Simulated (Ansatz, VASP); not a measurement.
**Si in VASP and in Ansatz**

INCAR

```
ALGO     = Normal         # electronic algorithm
EDIFF    = 1E-6           # SCF threshold, eV
ENCUT    = 520            # plane-wave cutoff, eV
GGA      = PE             # functional
ISIF     = 2              # what is computed and relaxed
ISMEAR   = 0              # smearing method
LASPH    = True           # aspherical terms in the spheres
LCHARG   = False          # write CHGCAR
LREAL    = False          # projectors in reciprocal space
LWAVE    = False          # write WAVECAR
NBANDS   = 21             # bands
NELM     = 60             # most SCF steps
PREC     = Accurate       # precision mode
SIGMA    = 0.02           # smearing width, eV
```

File KPOINTS:

```
k-points
0
Gamma
  6 6 6
```

The input POSCAR:

```
Si
1.0
    5.4770481876      0.0000000000      0.0000000000
   -2.7385240938      4.7432628682      0.0000000000
    0.0000000000      0.0000000000      5.1245175172
Si
6
Direct
    0.2325490815      0.4650981629      0.2500000000
    0.5349018371      0.7674509185      0.5833333333
    0.2325490815      0.7674509185      0.9166666667
    0.7674509185      0.5349018371      0.7500000000
    0.4650981629      0.2325490815      0.0833333333
    0.7674509185      0.2325490815      0.4166666667
```

Input for Ansatz:

```yaml
crystal:
  lattice:
    - [5.4770481876, 0.0, 0.0]
    - [-2.7385240938, 4.7432628682, 0.0]
    - [0.0, 0.0, 5.1245175172]
  atoms:
    - { symbol: Si, position: [0.2325490815, 0.4650981629, 0.25] }
    - { symbol: Si, position: [0.5349018371, 0.7674509185, 0.5833333333] }
    - { symbol: Si, position: [0.2325490815, 0.7674509185, 0.9166666667] }
    - { symbol: Si, position: [0.7674509185, 0.5349018371, 0.75] }
    - { symbol: Si, position: [0.4650981629, 0.2325490815, 0.0833333333] }
    - { symbol: Si, position: [0.7674509185, 0.2325490815, 0.4166666667] }
basis:
  ecutwfc: 420
kpoints:
  mp_grid: { grid: [6, 6, 6] }
  band_path: { path: [VBM, CBM], npoints: 2 }
hamiltonian:
  xc: pbe
scf:
  occupations: { method: gaussian, width: 0.02 }
output:
  forces: false
  stress: false
  eigenvalues: true
checkpoint:
  read: start.run
  write: ck
  compress: false
  write_wavefunctions: false
  write_every: 100000
```

The cell was built by a generator and needn't be a form met in nature.

Alike in both runs: task single point; functional PBE; k mesh 6 × 6 × 6; occupations gaussian, width 0.02 eV; no spin polarisation.

|  | VASP | Ansatz |
| --- | --- | --- |
| version | VASP 6.6.1 | Ansatz 0.2.0 |
| potentials or method | VASP PAW PBE potentials, release 64 (Si) | scalar-relativistic, plane waves, PAW |
| plane-wave cutoff (eV) | 520 | 420 |
| valence electrons in the cell | 24 | 24 |

```csv
,VASP,Ansatz,Ansatz less VASP
gap on the k mesh at the Fermi level (eV),1.51,1.51,-0.001
least direct gap on the mesh (eV),1.83,1.83,-0.001
```

The functional is the same, so the differences come from potentials, cutoffs and numerics.

A k mesh can miss the band edges.
